A core level is the energy of one inner-shell electron state, here a Kohn–Sham eigenvalue measured from the Fermi energy of a PtSe2 crystal. The core states were solved with the Dirac equation, so they include spin-orbit coupling; the valence states were computed without it. The program is exciting, in the release named sodium. The eigenvalues are not measured binding energies. In the second shell, the two 2p levels lie some tens of eV apart in selenium and well over a thousand in platinum. The nuclear charge $Z$ rises only from 34 to 78.

Kohn–Sham core levels of PtSe2 (space group P-3m1, cell not relaxed), relative to the Fermi energy, computed with exciting sodium using all-electron LAPW+lo DFT and the acPBE functional, without spin polarisation. Core states include spin-orbit coupling; valence states do not. The k-mesh is 7×7×4, rgkmax is 8 and the Fermi–Dirac smearing width is 0.136 eV.

| row | core level (eV) | core element | core shell |
| --- | --- | --- | --- |
| 1 | -12498.6 | Se | 1s1/2 |
| 2 | -1601.9 | Se | 2s1/2 |
| 3 | -1436.5 | Se | 2p1/2 |
| 4 | -1394.7 | Se | 2p3/2 |
| 5 | -208.8 | Se | 3s1/2 |
| 6 | -152.2 | Se | 3p1/2 |
| 7 | -146.3 | Se | 3p3/2 |
| 8 | -78321.1 | Pt | 1s1/2 |
| 9 | -13746.5 | Pt | 2s1/2 |
| 10 | -13172.8 | Pt | 2p1/2 |
| 11 | -11443.2 | Pt | 2p3/2 |
| 12 | -3227.2 | Pt | 3s1/2 |
| 13 | -2970.2 | Pt | 3p1/2 |
| 14 | -2590.0 | Pt | 3p3/2 |
| 15 | -2163.1 | Pt | 3d3/2 |
| 16 | -2081.2 | Pt | 3d5/2 |
| 17 | -692.0 | Pt | 4s1/2 |
| 18 | -583.0 | Pt | 4p1/2 |
| 19 | -492.5 | Pt | 4p3/2 |
| 20 | -314.3 | Pt | 4d3/2 |
| 21 | -297.4 | Pt | 4d5/2 |
| 22 | -99.5 | Pt | 5s1/2 |

This growth changes how the three levels of the second shell are grouped. In selenium 2p1/2 lies close to 2p3/2, and 2s1/2 stands apart. In platinum 2p1/2 has moved over to 2s1/2 and left 2p3/2 far above. The question is what sets the distance between the two 2p levels.

**First explanation: penetration.** In the field of a bare point nucleus, the Dirac equation gives 2s1/2 and 2p1/2 the same energy. Other electrons lift this equality, because an s electron comes closer to the nucleus and is screened less. The two 2p levels, however, have the same orbital angular momentum. Without spin-orbit coupling they would share one orbital shape and penetrate equally, so penetration alone leaves no gap between them. The two gaps also behave differently. From selenium to platinum the 2s1/2–2p1/2 gap grows 3.5 times, but the 2p gap grows 41 times.

**Second explanation: spin-orbit coupling with the charge read from the depth.** This is the tempting one. Bohr's formula turns the mean depth of the selenium 2p levels into an effective charge of about 20, and the same charge should then give their splitting. It gives 7.9 eV, whereas the table has 41.8 eV. Over all seven spin-orbit pairs in the table, this recipe falls short by factors from about 3 to 70.

**Third explanation: spin-orbit coupling with the charge felt near the nucleus.** Depth depends on the electric potential, while spin-orbit coupling depends on the electric field, which is strongest near the nucleus. By Gauss's law, a spherical shell of outer electrons raises the potential energy of an electron inside it by a constant but produces no field there. Outer electrons therefore make a core level shallower and hardly touch its splitting. The charge that governs the splitting should thus be close to the full nuclear charge, less a small screening constant $s$.

For a 2p electron in the field of a charge $Z-s$, the Dirac equation gives the splitting

$$\Delta = mc^2\left[\sqrt{1-\frac{x^2}{4}}-\sqrt{\frac{1+\sqrt{1-x^2}}{2}}\,\right],\qquad x=\alpha\,(Z-s),$$

where $mc^2$ is the rest energy of the electron, about 511 000 eV, and $\alpha\approx 1/137$ is the fine-structure constant. The selenium splitting fixes $s=3.25$. The platinum splitting took no part in this step and can serve as a test.

For platinum, $Z-s=78-3.25=74.75$, so $x=0.5455$. The two square roots are then 0.96209 and 0.95868, and

$$\Delta \approx 511\,000\ \text{eV}\times 0.00341\approx 1740\ \text{eV}.$$

The table gives $13172.8-11443.2=1729.6$ eV, so the estimate is less than 1 % too high. The same procedure, with a constant taken from selenium 3p, gives the platinum 3p splitting equally well. The printed output after this text lists both tests.

The full Dirac formula matters here. Its leading term grows as the fourth power of $Z-s$ and suffices for light elements. Calibrated on selenium in the same way, it puts the platinum 2p splitting 17 % too low. To reproduce that splitting, it would need a charge of 78.6, more than the nucleus carries. Higher relativistic orders therefore contribute visibly to the platinum 2p gap.

The model does not predict $s$, and each subshell needs its own value. In platinum it rises from 3.4 for 2p to 8.3 for 3p and 17 for 4p. These values are not counts of inner electrons. Inner electrons screen an outer orbital, which therefore spreads out more than it would around the bare nucleus. This leaves less of it near the nucleus and weakens its splitting, and the formula can express this only as a smaller charge.

The new grouping does not reach every shell of platinum, because the splitting shrinks faster from shell to shell than the distance between s1/2 and p1/2. Even around a bare nucleus the splitting falls roughly as $1/n^3$ with the shell number $n$, and the weakening lowers it further. In the second and third shells the p levels lie farther from each other than p1/2 lies from s1/2. In the fourth shell the order is reversed, with 90.5 eV between the p levels and 109.0 eV between 4s1/2 and 4p1/2.

For an element between selenium and platinum, a practical estimate of the 2p splitting follows from the formula above with $s\approx 3.3$. For 3p, the Dirac formula of the third shell with $s\approx 8.4$ does the same. The depth of the level should not enter either estimate, because it carries the screening by outer electrons that the splitting hardly feels.

Numerical output:

```
Spin-orbit gaps in eV (Se 2p, 3p; Pt 2p, 3p, 3d, 4p, 4d): 41.8, 5.9, 1730, 380.2, 81.9, 90.5, 16.9
Gaps s1/2 to p1/2 in eV (Se n 2, 3; Pt n 2, 3, 4): 165.4, 56.6, 573.7, 257, 109
Se n 2, spin-orbit gap over s-p1/2 gap: 0.2527
Pt n 2, spin-orbit gap over s-p1/2 gap: 3.015
Growth of the 2p spin-orbit gap from Se to Pt, factor: 41.38
Growth of the 2s-2p1/2 gap from Se to Pt, factor: 3.469
Growth expected from the fourth power of the bare nuclear charge, factor: 27.7
Screening constants s from Dirac splittings (Se 2p, 3p; Pt 2p, 3p, 3d, 4p, 4d): 3.251, 8.395, 3.377, 8.311, 13.23, 16.84, 23.71
Charge that the leading-order formula needs for Pt 2p: 78.61
Pt 2p splitting in eV, leading order with its s from Se: 1432
Its miss in percent: -17.18
Pt 2p and 3p splittings in eV, full Dirac formula with s from Se: 1743, 378.2
Their misses in percent: 0.7565, -0.5343
2p splittings in eV with the charge read from the depth (Se, Pt): 7.875, 641.6
Smallest and largest factor by which the depth charge falls short, smallest: 2.696
Smallest and largest factor by which the depth charge falls short, largest: 69.75
```
